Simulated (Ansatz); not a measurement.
# In2STe monolayer in a perpendicular field, part 2 of 2

What dipole does a perpendicular field induce in the In2STe monolayer, and does the gap follow? A positive field points along +c.

Ansatz 0.2.0; plane-wave DFT, PBE-D3(BJ), Ansatz PAW (set soft_1); PAW set soft_1.

So far. Step 2 (Relaxing the slab): The lattice constant a goes from 4.157 to 4.099 Å.

### Step 3. Single point, field 0

A sawtooth potential applies the field, turning back in the middle of the vacuum. With the dipole correction the typed value is the field outside the slab. The induced dipole is small, so the SCF threshold is tight.

The cell differs from the one that the last finished run ended in (c 41.038 → 23.374 Å).

File input.yaml:

```yaml
crystal:
  lattice:
    - [4.0989689037, 0.0, 0.0]
    - [-2.0494844518, 3.5498111999, 0.0]
    - [0.0, 0.0, 23.374455095]
  atoms:
    - { symbol: Te, position: [0.3333333333, 0.6666666667, 0.3850357137] }
    - { symbol: In, position: [0.0, 0.0, 0.4500666936] }
    - { symbol: In, position: [0.0, 0.0, 0.569592597] }
    - { symbol: S, position: [0.3333333333, 0.6666666667, 0.6149642863] }
kpoints:
  mp_grid: { grid: [12, 12, 1] }
  band_path:
    path: [[0, 0, 0], [0.5, 0, 0], [0.33333333, 0.33333333, 0], [0, 0, 0]]
    npoints: 16
hamiltonian:
  xc: pbe
  dispersion: d3bj
  pseudopotentials: { kind: paw, azcp: { folder: soft_1 } }
scf:
  occupations: { method: fermi_dirac, width: 0.02585 }
  convergence: { dr2_threshold: 1.0e-10 }
efield:
  axis: 3
  dipole_correction: true
  ramp_position: 0.97
  ramp_width: 0.06
  amplitude: 0
output:
  dos: { projected: true, e_range: [-6, 5] }
  write_potential: true
  write_density: true
  volumetric_format: npy
  elf: true
```

Run with:

```bash
ansatz run input.yaml --threads 2 --pin off --max-ram 3072MiB --backend cpu --events-out ev --progress --plain --runs-dir out
```

Numbers of over 12 decimals in the logs are rounded to 6 here.

The program printed:

```text
[...]
Crystal: 4 atoms, lattice volume = 340.112 Å³
Basis set: ecut = 420 eV, 6583 PW (Γ)
Bands: 29, of which v1, the nominal top of the filled ones, is band 24 counted from 1 (23 counted from 0)
Symmetry: 6 space group operations
[...]
k-points: 19 of 144 (time reversal used)
[...]
SCF iter   1: F=—  HF=-19080.950051 eV  |F-HF|=—  |Δ(HF+E_count)|=         —  Δρ=1.83e-2  dr2=2.30e0  ethr=3.10e-3  p=-0.000 e·Å  D=-1.89e-7 V/Å  ΔV_dip=0.00 eV  dr2_dipole=3.80e-2  V_vac-E_F(+/−)=5.35/5.35 eV  ⟨swp⟩=11.2  Hψ=3393  notcnv=0
efield: sawtooth ramp at fractional position 0.9700 (set: `efield.ramp_position`, or a place that a band, a saddle search or an elastic batch's reference lends), width 0.0600; the density the first Hamiltonian is built on has a dipole p = -0.000 e·Å; the dipole correction subtracts the counter field D = -1.89e-7 V/Å, which shifts the + side's vacuum level by +0.00 eV against the − side's; the planar-averaged density in the ramp window peaks in size at 7.7e-7 e/Å³
[...]
SCF iter   2: F=—  HF=-19080.512957 eV  |F-HF|=—  |Δ(HF+E_count)|=   4.37e-1  Δρ=9.82e-3  dr2=9.08e-1  ethr=3.10e-3  p=-0.107 e·Å  D=-5.67e-2 V/Å  ΔV_dip=1.33 eV  dr2_dipole=1.69e-1  V_vac-E_F(+/−)=6.14/4.82 eV  ⟨swp⟩=3.2  Hψ=1030  notcnv=0  defer=18
[...]
SCF iter  14: F=-19080.404234 eV  HF=-19080.404234 eV  |F-HF|=1.82e-11  |Δ(HF+E_count)|=  1.38e-10  Δρ=6.03e-8  dr2=6.86e-11  ethr=1.00e-12  p=-0.040 e·Å  D=-2.13e-2 V/Å  ΔV_dip=0.50 eV  dr2_dipole=2.39e-11  V_vac-E_F(+/−)=5.14/4.64 eV  ⟨swp⟩=8.8  Hψ=1677  notcnv=0
SCF 1 converged in 14 iterations: F = -19080.404234 eV  dr2 = 6.86e-11
[...]
NSCF: frozen V_eff on 49 k-points
efield: sawtooth ramp at fractional position 0.9700 (kept from the solve that this one continues, or follows in the run), width 0.0600; the density the first Hamiltonian is built on has a dipole p = -0.040 e·Å; the dipole correction subtracts the counter field D = -2.13e-2 V/Å, which shifts the + side's vacuum level by +0.50 eV against the − side's; the planar-averaged density in the ramp window peaks in size at 8.8e-7 e/Å³
WARN: The output density's exchange-correlation potential varies sharply where the density is thin. Do not read a vacuum level from v_tot or v_xc, or from such a field of the output density. On a cell that repeats whose density bears no net charge and no dipole along the vacuum's axis use v_es (v_loc + v_h of the components); under efield.dipole_correction with no amplitude use v_es + v_field, which holds any externa [...]
SCF converged after 14 iterations
Free energy (F): -19080.404234 eV
[...]
Internal energy: -19080.404234 eV  (E = F + TS)
E sigma→0 (E₀):  -19080.404234 eV
Fermi energy:    -0.529220 eV
Dipole field:    D = -0.021341 V/Å  (p = -0.040112 e·Å, saw-weighted, corrected)
Work function:   Φ+ = 5.1391 eV   Φ− = 4.6403 eV
Levels:          The Fermi level and band energies are counted from a zero that moves with the ramp; work functions are not
[...]
--- Band table (eV; the first three rows and the last of 19) ---
  k-point 0: bands = [... 20 lower, -2.7526, -1.6423, -0.9680, -0.9680, -0.1094, 1.8091, 3.2111, 3.2111, ... 1 higher]
  k-point 1: bands = [... 20 lower, -2.8184, -1.6161, -1.4676, -1.0808, 0.1948, 2.1678, 2.8784, 3.2986, ... 1 higher]
  k-point 2: bands = [... 20 lower, -2.9890, -2.4393, -1.5313, -1.3570, 0.7096, 1.9654, 2.9625, 3.4762, ... 1 higher]
  k-point 18: bands = [... 20 lower, -4.0377, -3.2162, -2.6144, -2.6057, 0.9719, 1.3669, 2.6094, 3.4546, ... 1 higher]
```

Elapsed: 22 s, on 2 threads of Arm Neoverse V1, shared host; peak memory 0.65 GiB; 44 s of CPU time.

Numbers from this step:

```yaml
dipole_along_the_normal: -0.04011 e·Å
gap_along_the_path: 0.8586 eV
smallest_direct_gap_along_the_path: 0.8586 eV
step_between_the_vacuum_levels: 0.4988 eV
ionisation_energy_upper_face: 5.578 eV
electron_affinity_upper_face: 4.719 eV
ionisation_energy_lower_face: 5.079 eV
gap_the_smaller_of_path_and_mesh: 0.8586 eV
```

Running mean over a fixed 2.8 Å (it still follows the layers) of the planar mean; the ramp of the sawtooth is left out. Electron's electrostatic potential energy less the Fermi level against z:

z (Å), electron's electrostatic potential energy less the Fermi level (eV) and a bar from the least value:
```
        3       4.64 #############################
        4       4.64 #############################
        5       4.64 #############################
        6       4.57 ############################
        7       3.50 #########################
        8       0.29 ################
        9      -3.52 #####
       10      -5.13 
       11      -2.87 #######
       12      -2.13 #########
       13      -3.83 ####
       14      -4.65 #
       15      -0.88 ############
       16       3.51 #########################
       17       5.05 ##############################
       18       5.13 ##############################
       19       5.14 ##############################
       20       5.14 ##############################
```

The density of states has structure finer than the step of the table below, so its rows give means over 0.2 eV, whole bins alone (the curve runs from -6 to 2.41 eV). Peaks (eV: height): -3.52: 7.01, -3.13: 7.08, -2.53: 9.81, -1.89: 6.80, -1.09: 5.46, 1.77: 4.91, 1.91: 6.80.

Table of density of states by energy, zero at the Fermi level of the run, which the smearing sets inside the gap; means over each step:

```
energy (eV)  density of states (states/eV a cell)
       -5.8                                     0
       -5.6                                  1.95
       -5.4                                  1.91
       -5.2                                  1.14
       -5.0                                 0.865
       -4.8                                 0.770
       -4.6                                 0.664
       -4.4                                 0.626
       -4.2                                 0.899
       -4.0                                  1.50
       -3.8                                  1.16
       -3.6                                  2.52
       -3.4                                  3.40
       -3.2                                  4.98
       -3.0                                  3.19
       -2.8                                  3.27
       -2.6                                  5.50
       -2.4                                  2.97
       -2.2                                  3.18
       -2.0                                  2.39
       -1.8                                  4.02
       -1.6                                  2.88
       -1.4                                  2.37
       -1.2                                  2.76
       -1.0                                  2.63
       -0.8                                 0.820
       -0.6                                 0.508
       -0.4                                0.0695
       -0.2                                     0
        0.0                                     0
        0.2                                     0
        0.4                                0.0151
        0.6                                 0.162
        0.8                                 0.232
        1.0                                 0.841
        1.2                                  1.89
        1.4                                  2.66
        1.6                                  3.76
        1.8                                  3.21
        2.0                                  3.66
        2.2                                  1.27
```

Projected DOS per atom over height of the atomic layer and energy from the Fermi level. Layers: Te In In S from below.

Ten even steps from '0' (0.00 states/eV) to '9' (2.34 states/eV), each cell a mean:
```
0110
3432
2342
0121
0000
0000
0000
0000
2000
5213
6211
6211
7207
4118
3229
2225
0013
0001
0000
1100
3311
0100
```
Columns: height of the atomic layer (Å) from 9 to 14.4 (not evenly spaced); rows upwards: energy from the Fermi level (eV) from -5.96 to 2.41.

Electronic bands along the path, in eV, zero at the Fermi level of the run, which the smearing sets inside the gap:

```
  point  band 21  band 22  band 23  band 24  band 25  band 26  band 27  band 28
      Γ    -2.22    -1.11    -0.44    -0.44     0.42     2.34     3.74     3.74
halfway    -2.67    -2.55    -1.15    -1.07     1.45     1.96     3.50     3.99
      M    -3.06    -2.42    -1.89    -1.68     0.97     1.53     2.95     3.47
halfway    -3.12    -2.70    -2.17    -1.90     1.41     1.95     3.19     3.57
      K    -3.51    -2.69    -2.09    -2.08     1.50     1.90     3.14     3.98
halfway    -3.04    -2.52    -1.84    -1.10     1.82     2.29     3.31     3.76
      Γ    -2.22    -1.11    -0.44    -0.44     0.42     2.34     3.74     3.74
```

Valence density in the ca plane at fractional y = 0.667, with atoms of Te and S within 0.2 Å of it. It is the smooth field of the valence electrons, not physical close to the nuclei.

Values in units of 1e0 e/Å³, 6 rows by 16 columns, each cell a mean:
```
0.0 0.0 0.0 0.1 0.2 0.1 0.1 0.2 0.1 0.0 0.0 0.0 0.0 0.0 0.0 0.0
0.0 0.0 0.1 0.2 0.2 0.1 0.1 0.2 0.1 0.0 0.0 0.0 0.0 0.0 0.0 0.0
0.0 0.0 0.4 1.0 0.3 0.1 0.0 0.2 0.6 0.3 0.0 0.0 0.0 0.0 0.0 0.0
0.0 0.1 2.1 9.1 0.4 0.0 0.0 0.3 0.8 0.7 0.0 0.0 0.0 0.0 0.0 0.0
0.0 0.1 1.5 5.9 0.4 0.0 0.0 0.3 0.9 0.6 0.0 0.0 0.0 0.0 0.0 0.0
0.0 0.0 0.2 0.5 0.2 0.1 0.1 0.2 0.4 0.2 0.0 0.0 0.0 0.0 0.0 0.0
```
Columns run along c (16.0 Å, from fractional 0.25 to 0.93 of the cell), rows up along a (4.1 Å). Atoms in or near the plane, at fractional coordinates: Te at (0.39, 0.33), S at (0.61, 0.33).

Electrostatic potential energy in the ca plane at fractional y = 0.667, with atoms of Te and S within 0.2 Å of it. With pseudopotentials it is smooth inside the atoms' cores, unlike the true potential.

Ten even steps from '0' (-33 eV) to '9' (5 eV), each cell a mean:
```
99999999998887889988778899999999999999999999
99999999998877789988778899999999999999999999
99999999998877889988778899999999999999999999
99999998888888899998888889999999999999999999
99999986335788999999987668999999999999999999
99999861120589999999973014899999999999999999
99999832893279999999850000799999999999999999
99999832893179999999850000699999999999999999
99999851230489999999972003899999999999999999
99999985224789999999987567999999999999999999
99999998878888899998888889999999999999999999
```
Columns run along c (16.0 Å, from fractional 0.25 to 0.93 of the cell; values clipped at the 3rd and 97th percentile), rows up along a (4.1 Å). Atoms in or near the plane, at fractional coordinates: Te at (0.39, 0.33), S at (0.61, 0.33).

ELF in the ca plane at fractional y = 0.667, with atoms of Te and S within 0.2 Å of it. It is the smooth field of the valence electrons, not physical close to the nuclei.

Ten even steps from '0' (0.00) to '9' (0.91), each cell a mean:
```
00000000000000001123343222334332222221000000
00000000000000000000122222345432211100000000
00000000000000000122333222334432222211000000
00000000000000124566666432222222235665321000
00000000000001357876556643111112578888753100
00000000000002478864224653100014788789975210
00000000000012578751003553100015883159986310
00000000000012578741002553100015883059986310
00000000000002478863124653100014797689985310
00000000000001357876556653110012578998763100
00000000000000124677666532222222246665421000
```
Columns run along c (16.0 Å, from fractional 0.08 to 0.76 of the cell), rows up along a (4.1 Å). Atoms in or near the plane, at fractional coordinates: Te at (0.39, 0.33), S at (0.61, 0.33).

The gap is 0.86 eV, with the valence edge 5.58 eV and the conduction edge 4.72 eV under the upper vacuum level. Spin-orbit coupling, left out in this run, matters for the bands of elements this heavy.

### Step 4. Atoms held, field 0.1 V/Å

input.yaml, as its differences from that of step 3:

```diff
@@ -25,7 +25,6 @@
   dipole_correction: true
-  ramp_position: 0.97
-  ramp_width: 0.06
-  amplitude: 0
+  ramp_position: 0.9465
+  ramp_width: 0.0928
+  amplitude: 0.1
 output:
-  dos: { projected: true, e_range: [-6, 5] }
   write_potential: true
@@ -33,2 +32 @@
   volumetric_format: npy
-  elf: true
```

The program printed:

```text
[...]
Crystal: 4 atoms, lattice volume = 340.112 Å³
Basis set: ecut = 420 eV, 6583 PW (Γ)
Bands: 29, of which v1, the nominal top of the filled ones, is band 24 counted from 1 (23 counted from 0)
Symmetry: 6 space group operations
[...]
k-points: 19 of 144 (time reversal used)
[...]
k-point 0: bands = [... 20 lower, -2.7324, -1.6321, -0.9818, -0.9818, -0.1028, 1.7963, 3.2146, 3.2146, ... 1 higher]
  k-point 1: bands = [... 20 lower, -2.7982, -1.6187, -1.4722, -1.0946, 0.2034, 2.1549, 2.8756, 3.3020, ... 1 higher]
  k-point 2: bands = [... 20 lower, -2.9689, -2.4553, -1.5259, -1.3707, 0.7192, 1.9599, 2.9590, 3.4789, ... 1 higher]
  k-point 18: bands = [... 20 lower, -4.0497, -3.1994, -2.6248, -2.6038, 0.9684, 1.3664, 2.6076, 3.4564, ... 1 higher]
[key lines of the parts left out:]
SCF converged after 15 iterations
Free energy (F): -19080.403187 eV
Fermi energy:    -0.532864 eV
Dipole field:    D = 0.010194 V/Å  (p = 0.019160 e·Å, saw-weighted, corrected)
```

Run time: 22 s. Hardware: 2 threads; peak memory 0.58 GiB.

The dipole is 0.0192 e·Å, 0.0593 e·Å from its value without field, and the gap 0.879 eV.

### Step 5. Atoms held, field -0.1 V/Å

input.yaml, as its differences from that of step 4:

```diff
@@ -27,3 +27,3 @@
   ramp_width: 0.0928
-  amplitude: 0.1
+  amplitude: -0.1
 output:
```

The program printed:

```text
[...]
Crystal: 4 atoms, lattice volume = 340.112 Å³
Basis set: ecut = 420 eV, 6583 PW (Γ)
Bands: 29, of which v1, the nominal top of the filled ones, is band 24 counted from 1 (23 counted from 0)
Symmetry: 6 space group operations
[...]
k-points: 19 of 144 (time reversal used)
[...]
k-point 0: bands = [... 20 lower, -2.7668, -1.6468, -0.9480, -0.9480, -0.1100, 1.8274, 3.2135, 3.2135, ... 1 higher]
  k-point 1: bands = [... 20 lower, -2.8326, -1.6096, -1.4550, -1.0608, 0.1921, 2.1857, 2.8840, 3.3010, ... 1 higher]
  k-point 2: bands = [... 20 lower, -3.0030, -2.4173, -1.5307, -1.3372, 0.7057, 1.9761, 2.9689, 3.4794, ... 1 higher]
  k-point 18: bands = [... 20 lower, -4.0195, -3.2280, -2.6016, -2.5971, 0.9814, 1.3733, 2.6168, 3.4586, ... 1 higher]
[key lines of the parts left out:]
SCF converged after 14 iterations
Free energy (F): -19080.411206 eV
Fermi energy:    -0.519542 eV
Dipole field:    D = -0.052851 V/Å  (p = -0.099338 e·Å, saw-weighted, corrected)
```

It took 22 s on 2 threads; peak memory 0.58 GiB.

The dipole is -0.0993 e·Å, -0.0592 e·Å from its value without field, and the gap 0.838 eV.

### Step 6. Response, atoms held

This step: plane-wave DFT, PBE-D3(BJ), Ansatz PAW (set soft_1); response to a field along the normal, atoms held; PAW set soft_1 (Ansatz 0.2.0).

The dipoles give the slope, and the difference of two potentials shows where the field is screened.

Numbers from this step:

| Quantity | Value |
| --- | --- |
| equivalent conductor thickness p/(ε₀AE) | 7.368 Å |
| distance between the outer atoms | 5.374 Å |

Dipole of the cell against applied field:

```
applied field (V/Å)  dipole of the cell (e·Å)
            -0.1000                   -0.0993
             0.0000                   -0.0401
             0.1000                    0.0192
```

Local field over the applied field, running mean. From the potentials at -0.1 and 0.1 V/Å; running mean over 2.5 Å. The local field over applied field by z:

```
z (Å)  local field over applied field
  4.5                           0.997
  5.0                           0.992
  5.5                           0.979
  6.0                           0.945
  6.5                           0.871
  7.0                           0.741
  7.5                           0.573
  8.0                           0.394
  8.5                           0.226
  9.0                          0.0992
  9.5                          0.0418
 10.0                          0.0393
 10.5                          0.0503
 11.0                          0.0654
 11.5                          0.0882
 12.0                          0.0973
 12.5                          0.0807
 13.0                          0.0737
 13.5                          0.0900
 14.0                           0.133
 14.5                           0.232
 15.0                           0.389
 15.5                           0.563
 16.0                           0.729
 16.5                           0.864
 17.0                           0.943
 17.5                           0.979
 18.0                           0.993
 18.5                           0.998
 19.0                           0.999
```

Electrons, planar mean, per unit field. Table of induced electron density by z:

```
z (Å)  induced electron density (e/Å³ per V/Å)
  4.5                                   1.2e-5
  5.0                                   3.5e-5
  5.5                                   1.0e-4
  6.0                                   2.7e-4
  6.5                                   6.9e-4
  7.0                                  0.00158
  7.5                                  0.00294
  8.0                                  0.00322
  8.5                                  0.00134
  9.0                                   8.1e-4
  9.5                                   2.6e-4
 10.0                                  -3.3e-4
 10.5                                 -0.00110
 11.0                                  -2.0e-4
 11.5                                   6.9e-4
 12.0                                  -1.8e-4
 12.5                                  -5.7e-4
 13.0                                   7.3e-4
 13.5                                   4.7e-4
 14.0                                  -8.1e-4
 14.5                                 -0.00117
 15.0                                 -0.00278
 15.5                                 -0.00316
 16.0                                 -0.00176
 16.5                                  -7.3e-4
 17.0                                  -2.7e-4
 17.5                                  -9.5e-5
 18.0                                  -3.1e-5
 18.5                                  -9.9e-6
 19.0                                  -3.0e-6
```

The smaller of the gaps on the path and on the k-mesh, counted as 0 under 0.03 eV. Table of gap by applied field:

```
applied field (V/Å)  gap (eV)
            -0.1000     0.838
             0.0000     0.859
             0.1000     0.879
```

By hand: between -0.1 and 0.1 V/Å the dipole changes by 0.1185 e·Å, a slope of 0.5925 e·Å²/V. A perfect conductor of thickness t has p = ε₀AEt, so t = 180.95 × 0.5925 / 14.551 = 7.37 Å (e/ε₀ = 180.95 V·Å, A in Å²).

The induced dipole is that of a conductor 7.37 Å thick.

### Step 7. Summary of results

- gap without field: 0.859 eV
- ionisation energy, upper face: 5.58 eV
- electron affinity, upper face: 4.72 eV
- step between the vacuum levels: 0.499 eV
- equivalent conductor thickness, atoms held: 7.37 Å

What this shows: The induced dipole equals that of a perfect conductor 7.37 Å thick, while the outer atoms lie 5.37 Å apart; an out-of-plane ε follows only once a thickness t is chosen, by 1 − 1/ε = 7.37 Å / t. The two faces differ: the vacuum level above lies 0.50 eV higher than the one below. The gap goes from 0.86 eV to 0.84 eV at -0.1 V/Å. Semilocal functionals give gaps that are too small, and excitons are not included. Spin-orbit coupling is left out, which matters for the bands of elements this heavy.

[Logs are printed without paths, hosts, clocks, repeated set-up lines and the standing remarks that a program may print on its own settings, such as how far it seeks lower states.]

[Hosts, paths, dates, database ids (printed as entryN), source tags and the programs' standing remarks are cut or masked in the printed files.]

[Maps of the electrostatic potential energy from Ansatz leave out the sawtooth potential of an applied field or a dipole correction, so their vacuum need not be flat; planar profiles and work functions include it.]

[The density of states shown here was stored with 400 of the rows of the run's finer table, so its peaks can read low, often by over a quarter, or be missed, and its means over a window can be off by a tenth or more.]
